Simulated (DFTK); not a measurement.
# TiO: equation of state with PBEsol

The system is TiO.

```
CELL_PARAMETERS angstrom
3.03100 0.00000 0.00000
-1.51550 2.62492 0.00000
0.00000 0.00000 3.23770
ATOMIC_POSITIONS crystal
Ti 0.66667 0.33333 0.00000
O 0.00000 0.00000 0.50000
```

```json
{"Program": "DFTK 0.8.2", "Task": "equation of state", "Functional": "PBEsol", "Potentials or basis": "dojo.nc.sr.pbesol.v0_4_1.standard.upf (PBEsol)", "Cutoff": "1143 eV", "k mesh": "10 × 10 × 8", "Occupations": "fermi-dirac, width 0.05 eV", "Spin": "no spin polarisation", "Valence electrons": "O 6, Ti 12", "Volume scales": "[0.94, 0.96, 0.98, 1.0, 1.02, 1.04, 1.06]", "SCF tolerance on the density": "1e-06"}
```

| Item | Value |
| --- | --- |
| Equilibrium volume | outside the volumes run |

Energy against volume, from the lowest point:
| volume (Å³/atom) | energy (meV/atom) |
| --- | --- |
| 12.107 | 0.00 |
| 12.365 | 61.30 |
| 12.622 | 124.39 |
| 12.880 | 188.95 |
| 13.137 | 254.71 |
| 13.395 | 321.43 |
| 13.653 | 388.89 |

Run time: 14 min on 1 thread of AMD EPYC 9R45 96-Core Processor (Zen 5) (shared host), peak memory 2.2 GiB.
